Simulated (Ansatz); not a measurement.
Te under changes of volume

One of the cells (33.925 Å³/atom); the others are scaled copies at fixed shape and fractional positions:

```
Te
1.0
     4.45400    0.00000    0.00000
    -2.22700    3.85728    0.00000
     0.00000    0.00000    5.92400
Te
3
Direct
  0.73100 0.73100 0.00000
  0.00000 0.26900 0.66667
  0.26900 0.00000 0.33333
```

| Item | Value |
| --- | --- |
| Program | Ansatz 0.2.0 |
| Functional | LDA |
| Potentials or basis | all-electron LAPW, scalar-relativistic |
| Cutoff | 216 eV (chosen from the basis error) |
| Basis error allowed | 0.002 eV/atom |
| k mesh | 7 × 7 × 5 |
| Occupations | fermi-dirac, width 0.05 eV |
| Spin | no spin polarisation |

```tsv
volume (Å³/atom)	energy over the lowest point (meV/atom)	pressure (GPa)	gap on the mesh (eV)	largest force (eV/Å)
31.890	3.03	1.3	0.56	0.388
32.568	0.00	0.1	0.57	0.268
33.247	1.84	-1.0	0.58	0.157
33.925	8.03	-1.9	0.58	0.053
34.604	?	?	?	?
35.282	31.56	-3.6	0.59	0.134
35.961	48.09	-4.2	0.59	0.218
```

What does the run at 34.604 Å³/atom give?

Energy over the lowest point 18.08 meV/atom; pressure -2.8 GPa; gap on the mesh 0.59 eV; largest force 0.044 eV/Å.

Worked out: A Birch-Murnaghan fit of order 3 (a polynomial in V^(-2/3)) to the other rows has its minimum at 32.64 Å³/atom with B0 = V·E''(V) = 55 GPa and B' = 4.7 at fixed shape and positions, which overstates the stiffness. It gives 18.09 meV/atom at 34.604 Å³/atom, against the run's 18.08, and -dE/dV = -2.8 GPa, against -2.8. A straight line through the other rows of the gap, of slope 0.24 eV per unit of ln V, gives 0.58 eV, against the run's 0.59.

Energies are extrapolated to zero smearing.

Caveats: spin-orbit coupling is left out, which moves the levels of the heavy elements; an odd mesh through Γ misses points on the zone boundary, where band edges often lie.
